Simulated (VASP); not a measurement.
# ZnO (P6_3/mmc) in VASP: further runs

The runs below take ZnO through dielectric tensor, with LDA.

All numbers are computed with VASP 6.6.1; they aren't measurements. Logs are shortened: lines on timing, memory, paths and dates and some standing lists are left out, and cuts for length are marked.

## (1) The crystal as given

The structure is hexagonal, space group P6_3/mmc (No. 194). The conventional cell has a = 3.288 Å, b = 3.288 Å, c = 7.130 Å, α = 90.00°, β = 90.00°, γ = 120.00°. Around Zn (site symmetry -6m2) lie 3 O at 1.90 Å. O (site symmetry -6m2) is surrounded by 3 Zn at 1.90 Å.

Measurements of this composition are mostly on another form, of space group No. 186.

## (2) Dielectric tensor, LDA

INCAR reads:

```
SYSTEM = ZnO
ALGO = Normal ; EDIFF = 1E-8
ENCUT = 520 ; GGA = CA
ISIF = 2 ; ISMEAR = 0
LASPH = .True. ; LCHARG = .False.
LEPSILON = .True. ; LREAL = .False.
LWAVE = .False. ; NELM = 100
PREC = Accurate ; SIGMA = 0.01
```

KPOINTS reads:

```
k-points
0
Gamma
  5 5 2
  0 0 0
```

POSCAR reads:

```
ZnO
1.0
    3.2879671587      0.0000000000      0.0000000000
   -1.6439835793      2.8474630862      0.0000000000
    0.0000000000      0.0000000000      7.1304413500
Zn O
2 2
Direct
    0.0000000000      0.0000000000      0.2500000000
    0.0000000000      0.0000000000      0.7500000000
    0.6666666667      0.3333333333      0.7500000000
    0.3333333333      0.6666666667      0.2500000000
```

Potentials or basis: VASP PAW LDA potentials, release 64 (Zn, O).

The run is started by

```sh
$ cat potpaw_LDA.64/Zn/POTCAR potpaw_LDA.64/O/POTCAR > POTCAR
$ mpirun -np 1 vasp_std > vasp.out
```

OUTCAR:

```text
SYSTEM = ZnO
   EDIFF = 1E-8
   ENCUT = 520
   GGA = CA
   ISIF = 2
   ISMEAR = 0
   LASPH = .True.
   LEPSILON = .True.
   LREAL = .False.
   NELM = 100
   PREC = Accurate

 Found     10 irreducible k-points:

 Following reciprocal coordinates:
            Coordinates               Weight
  0.000000  0.000000  0.000000      1.000000
  0.200000 -0.000000  0.000000      6.000000
  0.400000 -0.000000  0.000000      6.000000
  0.200000  0.200000  0.000000      6.000000
  0.400000  0.200000  0.000000      6.000000
  0.000000  0.000000  0.500000      1.000000
   k-points           NKPTS =     10   k-points in BZ     NKDIM =     10   number of bands    NBANDS=     22
   number of dos      NEDOS =    301   number of ions     NIONS =      4
   total plane-waves  NPLWV =  31104
   dimension x,y,z NGX =    24 NGY =   24 NGZ =   54
   dimension x,y,z NGXF=    48 NGYF=   48 NGZF=  108
   ions per type =               2   2
   NGX,Y,Z   is equivalent  to a cutoff of  12.13, 12.13, 12.59 a.u.
   NGXF,Y,Z  is equivalent  to a cutoff of  24.27, 24.27, 25.18 a.u.
 SYSTEM =  ZnO
   PREC   = accura    normal or accurate (medium, high low for compatibility)
   ISTART =      0    job   : 0-new  1-cont  2-samecut
   ICHARG =      2    charge: 1-file 2-atom 10-const
   ISPIN  =      1    spin polarized calculation?
   LNONCOLLINEAR =      F non collinear calculations
   LSORBIT =      F    spin-orbit coupling
   LASPH  =      T    aspherical Exc in radial PAW
   ENCUT  =  520.0 eV  38.22 Ry    6.18 a.u.   6.11  6.11 13.26*2*pi/ulx,y,z
   NELM   =    100;   NELMIN=  2; NELMDL= -5     # of ELM steps
   EDIFF  = 0.1E-07   stopping-criterion for ELM
   LREAL  =      F    real-space projection
   EDIFFG = 0.1E-06   stopping-criterion for IOM
   NSW    =      0    number of steps for IOM
   IBRION =     -1    ionic relax: 0-MD 1-quasi-New 2-CG
   NFREE  =      0    steps in history (QN), initial steepest desc. (CG)
   ISIF   =      2    stress and relaxation
   ISYM   =      2    0-nonsym 1-usesym 2-fastsym
   POTIM  = 0.5000    time-step for ionic-motion
   TEBEG  =    0.0;   TEEND  =   0.0 temperature during run
   PSTRESS=    0.0 pullay stress
   NELECT =      36.0000    total number of electrons
   NUPDOWN=      -1.0000    fix difference up-down
   EMIN   =  10.00;   EMAX   =-10.00  energy-range for DOS
   EFERMI =   0.00;   METHOD = LEGACY
   ISMEAR =     0;   SIGMA  =   0.01  broadening in eV -4-tet -1-fermi 0-gaus
   EFERMI_NEDOS =   21; number of points for ismear=-14 and -15
   IALGO  =     38    algorithm
   IMIX   =      4    mixing-type and parameters
     AMIX     =   0.40;   BMIX     =  1.00
     AMIX_MAG =   1.60;   BMIX_MAG =  1.00
  volume/ion in A,a.u.               =      16.69       112.63
  Fermi-wavevector in a.u.,A,eV,Ry     =   1.332524  2.518105 24.158775  1.775620
  Thomas-Fermi vector in A             =   2.461452
   LORBIT       =      0    0 simple, 1 ext, 2 COOP (PROOUT), +10 PAW based schemes
   GGA     = CA    functional components
   LHFCALC =     F    Hartree Fock is set to
   AEXX    =    0.0000 exact exchange contribution
   IVDW    =     0    specifies the selected vdW correction
   LEPSILON=     T    determine dielectric tensor
   LRPA    =     F    only Hartree local field effects (RPA)
 non-spin polarized calculation
 Gauss-broadening in eV      SIGMA  =   0.01
  energy-cutoff  :      520.00
  volume of cell :       66.76
 maximum number of plane-waves:      1820
   NGX = 13   NGY = 13   NGZ = 27

--------------------------------------- Ionic step        1  -------------------------------------------

 number of electron      36.0000026 magnetization

 E-fermi :  -1.0841     XC(G=0):  -9.5135

 val. band max:       -1.1413085678   @ k =   0.0000   0.0000   0.0000
 cond. band min:      -0.3915648060   @ k =   0.0000   0.0000   0.0000
 fundamental gap:      0.7497437617
 Fermi energy:        -1.0841371757

 k-point     1 :       0.0000    0.0000    0.0000
  band No.  band energies     occupation
      1     -18.2803      2.00000
      2     -18.1927      2.00000
      3      -7.3150      2.00000
      4      -7.3150      2.00000
      5      -7.3004      2.00000
      6      -7.3004      2.00000
[... 14 lines left out ...]
     21       3.9240      0.00000
     22       9.6582      0.00000

 k-point     2 :       0.2000   -0.0000    0.0000
  band No.  band energies     occupation
      1     -18.1023      2.00000
      2     -18.0305      2.00000
      3      -7.3549      2.00000
      4      -7.3481      2.00000
      5      -7.0624      2.00000
      6      -7.0476      2.00000
[... 14 lines left out ...]
     21       3.8294      0.00000
     22       9.0003      0.00000

 k-point     3 :       0.4000   -0.0000    0.0000
  band No.  band energies     occupation
      1     -17.7947      2.00000
      2     -17.7618      2.00000
      3      -7.1808      2.00000
      4      -7.1747      2.00000
      5      -6.5307      2.00000
      6      -6.5207      2.00000
[... 14 lines left out ...]
     21       5.3612      0.00000
     22       7.0983      0.00000

 k-point     4 :       0.2000    0.2000    0.0000
  band No.  band energies     occupation
      1     -17.8582      2.00000
      2     -17.8137      2.00000
      3      -7.2432      2.00000
      4      -7.2374      2.00000
      5      -6.6159      2.00000
      6      -6.6062      2.00000
[... 14 lines left out ...]
     21       5.7000      0.00000
     22       7.5180      0.00000

 k-point     5 :       0.4000    0.2000    0.0000
  band No.  band energies     occupation
      1     -17.6965      2.00000
      2     -17.6836      2.00000
      3      -6.9666      2.00000
      4      -6.9611      2.00000
      5      -6.4952      2.00000
      6      -6.3884      2.00000
[... 14 lines left out ...]
     21       6.1192      0.00000
     22       7.5522      0.00000

 k-point     6 :       0.0000    0.0000    0.5000
  band No.  band energies     occupation
      1     -18.2369      2.00000
      2     -18.2369      2.00000
      3      -7.3077      2.00000
      4      -7.3077      2.00000
      5      -7.3077      2.00000
      6      -7.3077      2.00000
[... 14 lines left out ...]
     21       5.9907      0.00000
     22       5.9907      0.00000

 [... further k-points ...]

  FORCE on cell =-STRESS in cart. coord.  units (eV):
  Direction    XX          YY          ZZ          XY          YZ          ZX
  --------------------------------------------------------------------------------------
  -------------------------------------------------------------------------------------
  Total       -4.2667395     -4.2667395     -0.7595128     -0.0000000      0.0000000      0.0000000
  in kB     -102.4011234   -102.4011234    -18.2281953     -0.0000000      0.0000000      0.0000000
  external PRESSURE =     -74.3434807 kB  Pullay stress =       0.0000000 kB

 VOLUME and BASIS-vectors are now :
 -----------------------------------------------------------------------------
  energy-cutoff  :      520.00
  volume of cell :       66.76
      direct lattice vectors                 reciprocal lattice vectors
     3.287967159  0.000000000  0.000000000     0.304139291  0.175594901  0.000000000
    -1.643983579  2.847463086  0.000000000     0.000000000  0.351189803  0.000000000
     0.000000000  0.000000000  7.130441350     0.000000000  0.000000000  0.140243773

 POSITION                                       TOTAL-FORCE (eV/Angst)
 -----------------------------------------------------------------------------------
      0.00000      0.00000      1.78261        -0.000000      0.000000     -0.000000
      0.00000      0.00000      5.34783        -0.000000      0.000000      0.000000
      1.64398      0.94915      5.34783        -0.000000      0.000000      0.000000
     -0.00000      1.89831      1.78261         0.000000     -0.000000     -0.000000
 -----------------------------------------------------------------------------------
    total drift:                               -0.000000      0.000000      0.000000

  FREE ENERGIE OF THE ION-ELECTRON SYSTEM (eV)
  ---------------------------------------------------
  free  energy   TOTEN  =       -19.7473514936 eV

  energy  without entropy=      -19.7473514936  energy(sigma->0) =      -19.74735149

 HEAD OF MICROSCOPIC STATIC DIELECTRIC TENSOR (INDEPENDENT PARTICLE, excluding Hartree and local field effects)
 ------------------------------------------------------
          13.178181     0.000000     0.000000
           0.000000    13.178181     0.000000
           0.000000     0.000000     3.307911
 ------------------------------------------------------

 Free energy of the ion-electron system (eV)
  ---------------------------------------------------
  ---------------------------------------------------
  free energy    TOTEN  =        -2.24491692 eV

  energy without entropy =       -2.24491692

------------------------ aborting loop because EDIFF is reached ----------------------------------------

--------------------------------------- Ionic step        2  -------------------------------------------

------------------------ aborting loop because EDIFF is reached ----------------------------------------

--------------------------------------- Ionic step        3  -------------------------------------------

 Free energy of the ion-electron system (eV)
  ---------------------------------------------------
  ---------------------------------------------------
  free energy    TOTEN  =        -0.39243117 eV

  energy without entropy =       -0.39243117

------------------------ aborting loop because EDIFF is reached ----------------------------------------

 PIEZOELECTRIC TENSOR FIELD DIRECTION 3  (e Angst)
 -----------------------------------------------------------------------------
     0.00002 -0.00000  0.00000           (  0.00000  0.00000  0.00000)
     0.00000  0.00002 -0.00000           (  0.00000  0.00000  0.00000)
     0.00000  0.00000  0.00001           (  0.00000  0.00000  0.00000)

 PIEZOELECTRIC TENSOR FIELD DIRECTION 3  (C/m^2)
 -----------------------------------------------------------------------------
     0.00000 -0.00000  0.00000
     0.00000  0.00000 -0.00000
     0.00000  0.00000  0.00000

 MACROSCOPIC STATIC DIELECTRIC TENSOR (including local field effects in DFT)
 ------------------------------------------------------
          12.905526     0.000000    -0.000000
           0.000000    12.905526     0.000000
           0.000000    -0.000000     2.961175
 ------------------------------------------------------

 PIEZOELECTRIC TENSOR (including local field effects)  for field in x, y, z        (e  Angst)
          XX          YY          ZZ          XY          YZ          ZX
  --------------------------------------------------------------------------------
  x     0.00000     0.00000     0.00000     0.00000     0.00000     0.00000
  y     0.00000     0.00000     0.00000     0.00000     0.00000     0.00000
  z     0.00000     0.00000     0.00000     0.00000     0.00000     0.00000

 PIEZOELECTRIC TENSOR (including local field effects)  for field in x, y, z        (C/m^2)
          XX          YY          ZZ          XY          YZ          ZX
  --------------------------------------------------------------------------------
  x     0.00000     0.00000     0.00000     0.00000     0.00000     0.00000
  y     0.00000     0.00000     0.00000     0.00000     0.00000     0.00000
  z     0.00000     0.00000     0.00000     0.00000     0.00000     0.00000

 BORN EFFECTIVE CHARGES (including local field effects) (in |e|, cummulative output)
 ---------------------------------------------------------------------------------
 ion    1
    1     2.98473     0.00000     0.00000
    2     0.00000     2.98473     0.00000
    3     0.00000    -0.00000     0.86084
 ion    2
    1     2.98473     0.00000     0.00000
    2     0.00000     2.98473     0.00000
    3     0.00000     0.00000     0.86084
 ion    3
    1    -2.98473    -0.00000     0.00000
    2    -0.00000    -2.98473     0.00000
    3     0.00000     0.00000    -0.86084
 ion    4
    1    -2.98473    -0.00000     0.00000
    2    -0.00000    -2.98473     0.00000
    3    -0.00000     0.00000    -0.86084
```

Run time: 61 s. Hardware: 1 thread of Intel Xeon 6975P-C (Granite Rapids), shared host; peak memory 0.2 GiB.

These settings aren't checked as converged: the numbers below hold their error.

Results:

| Quantity | Value |
| --- | --- |
| Band gap on the k mesh | 0.75 eV, direct |
| Electronic dielectric tensor (diagonal) | 12.91, 12.91, 2.96 |
| Born charges (mean of the diagonal) | Zn +2.28; O -2.28 e |

Caveat: the k mesh is coarse (spacing up to 0.44 Å⁻¹), so the values aren't converged.

## (3) Dielectric tensor, LDA

INCAR: that of step 2 with these lines changed.

```diff
@@ -2,3 +2,3 @@
 ALGO = Normal ; EDIFF = 1E-8
-ENCUT = 520 ; GGA = CA
+ENCUT = 280 ; GGA = CA
 ISIF = 2 ; ISMEAR = 0
```

KPOINTS reads:

```
k-points
0
Gamma
  7 7 3
  0 0 0
```

POSCAR is that of step 2.

Potentials or basis: VASP PAW LDA potentials, release 64 (Zn, O).

The run is started by

```sh
$ cat potpaw_LDA.64/Zn/POTCAR potpaw_LDA.64/O/POTCAR > POTCAR
$ mpirun -np 1 vasp_std > vasp.out
```

OUTCAR:

```text
SYSTEM = ZnO
   EDIFF = 1E-8
   ENCUT = 280
   GGA = CA
   ISIF = 2
   ISMEAR = 0
   LASPH = .True.
   LEPSILON = .True.
   LREAL = .False.
   NELM = 100
   PREC = Accurate

 Found     16 irreducible k-points:

 Following reciprocal coordinates:
            Coordinates               Weight
  0.000000  0.000000  0.000000      1.000000
  0.142857 -0.000000  0.000000      6.000000
  0.285714 -0.000000  0.000000      6.000000
  0.428571 -0.000000  0.000000      6.000000
  0.142857  0.142857  0.000000      6.000000
  0.285714  0.142857  0.000000     12.000000
   k-points           NKPTS =     16   k-points in BZ     NKDIM =     16   number of bands    NBANDS=     22
   number of dos      NEDOS =    301   number of ions     NIONS =      4
   total plane-waves  NPLWV =  12960
   dimension x,y,z NGX =    18 NGY =   18 NGZ =   40
   dimension x,y,z NGXF=    36 NGYF=   36 NGZF=   80
   ions per type =               2   2
   NGX,Y,Z   is equivalent  to a cutoff of   9.10,  9.10,  9.33 a.u.
   NGXF,Y,Z  is equivalent  to a cutoff of  18.20, 18.20, 18.65 a.u.
 SYSTEM =  ZnO
   PREC   = accura    normal or accurate (medium, high low for compatibility)
   ISTART =      0    job   : 0-new  1-cont  2-samecut
   ICHARG =      2    charge: 1-file 2-atom 10-const
   ISPIN  =      1    spin polarized calculation?
   LNONCOLLINEAR =      F non collinear calculations
   LSORBIT =      F    spin-orbit coupling
   LASPH  =      T    aspherical Exc in radial PAW
   ENCUT  =  280.0 eV  20.58 Ry    4.54 a.u.   4.49  4.49  9.73*2*pi/ulx,y,z
   NELM   =    100;   NELMIN=  2; NELMDL= -5     # of ELM steps
   EDIFF  = 0.1E-07   stopping-criterion for ELM
   LREAL  =      F    real-space projection
   EDIFFG = 0.1E-06   stopping-criterion for IOM
   NSW    =      0    number of steps for IOM
   IBRION =     -1    ionic relax: 0-MD 1-quasi-New 2-CG
   NFREE  =      0    steps in history (QN), initial steepest desc. (CG)
   ISIF   =      2    stress and relaxation
   ISYM   =      2    0-nonsym 1-usesym 2-fastsym
   POTIM  = 0.5000    time-step for ionic-motion
   TEBEG  =    0.0;   TEEND  =   0.0 temperature during run
[... 231 lines left out ...]
 Free energy of the ion-electron system (eV)
  ---------------------------------------------------
  ---------------------------------------------------
  free energy    TOTEN  =        -1.19972430 eV

  energy without entropy =       -1.19972430

------------------------ aborting loop because EDIFF is reached ----------------------------------------

--------------------------------------- Ionic step        2  -------------------------------------------

------------------------ aborting loop because EDIFF is reached ----------------------------------------

--------------------------------------- Ionic step        3  -------------------------------------------

 Free energy of the ion-electron system (eV)
  ---------------------------------------------------
  ---------------------------------------------------
  free energy    TOTEN  =        -0.36510961 eV

  energy without entropy =       -0.36510961

------------------------ aborting loop because EDIFF is reached ----------------------------------------

 PIEZOELECTRIC TENSOR FIELD DIRECTION 3  (e Angst)
 -----------------------------------------------------------------------------
     0.00059  0.00000  0.00000           (  0.00001  0.00000  0.00000)
     0.00000  0.00059  0.00000           (  0.00000  0.00001  0.00000)
     0.00000  0.00000 -0.00071           (  0.00000  0.00000 -0.00000)

 PIEZOELECTRIC TENSOR FIELD DIRECTION 3  (C/m^2)
 -----------------------------------------------------------------------------
     0.00014  0.00000  0.00000
     0.00000  0.00014  0.00000
     0.00000  0.00000 -0.00017

 MACROSCOPIC STATIC DIELECTRIC TENSOR (including local field effects in DFT)
 ------------------------------------------------------
           7.346762     0.000000    -0.000000
           0.000000     7.346762     0.000000
           0.000000     0.000000     2.830080
 ------------------------------------------------------

 PIEZOELECTRIC TENSOR (including local field effects)  for field in x, y, z        (e  Angst)
          XX          YY          ZZ          XY          YZ          ZX
  --------------------------------------------------------------------------------
  x     0.00000     0.00000     0.00000     0.00000     0.00000     0.00000
  y     0.00000     0.00000     0.00000     0.00000     0.00000     0.00000
  z     0.00000     0.00000     0.00000     0.00000     0.00000     0.00000

 PIEZOELECTRIC TENSOR (including local field effects)  for field in x, y, z        (C/m^2)
          XX          YY          ZZ          XY          YZ          ZX
  --------------------------------------------------------------------------------
  x     0.00000     0.00000     0.00000     0.00000     0.00000     0.00000
  y     0.00000     0.00000     0.00000     0.00000     0.00000     0.00000
  z     0.00000     0.00000     0.00000     0.00000     0.00000     0.00000

 BORN EFFECTIVE CHARGES (including local field effects) (in |e|, cummulative output)
 ---------------------------------------------------------------------------------
 ion    1
    1     2.60909     0.00000     0.00000
    2     0.00000     2.60909     0.00000
    3     0.00000     0.00000     0.82948
 ion    2
    1     2.60909     0.00000     0.00000
    2     0.00000     2.60909     0.00000
    3    -0.00000    -0.00000     0.82948
 ion    3
    1    -2.60909    -0.00000     0.00000
    2    -0.00000    -2.60909     0.00000
    3    -0.00000     0.00000    -0.82948
 ion    4
    1    -2.60909    -0.00000     0.00000
    2    -0.00000    -2.60909     0.00000
    3    -0.00000     0.00000    -0.82948
```

OSZICAR:

```text
N       E                     dE             d eps       ncg     rms          rms(c)
DAV:   1     0.215962816209E+03    0.21596E+03   -0.13429E+04   704   0.136E+03
[... 12 lines left out ...]
RMM:   5    -0.365470129775E+00   -0.56272E-02   -0.16520E-03  1040   0.304E-01    0.145E-02
RMM:   6    -0.365253853291E+00    0.21628E-03   -0.10719E-04  1091   0.607E-02    0.566E-03
RMM:   7    -0.365092227470E+00    0.16163E-03   -0.96895E-06  1118   0.170E-02    0.177E-03
RMM:   8    -0.365083909162E+00    0.83183E-05   -0.54192E-07  1115   0.387E-03    0.557E-04
RMM:   9    -0.365105538000E+00   -0.21629E-04   -0.12848E-07  1089   0.164E-03    0.140E-04
RMM:  10    -0.365112385868E+00   -0.68479E-05   -0.20457E-08  1070   0.754E-04    0.636E-05
RMM:  11    -0.365110772706E+00    0.16132E-05   -0.22534E-09   829   0.210E-04    0.340E-05
RMM:  12    -0.365109614131E+00    0.11586E-05    0.45957E-08   751   0.108E-04    0.708E-06
```

It took 47 s on 1 thread of Intel Xeon 6975P-C (Granite Rapids), shared host; peak memory 0.16 GiB.

The run converged, but a check on its numbers failed (symmetry, net force, bounds or a known fault of this set-up), so they aren't taken as properties of the crystal.

Caveat: the cutoff lies under the usual one of these potentials, so the numbers hold a large basis-set error.

[end of part 1 of 2]
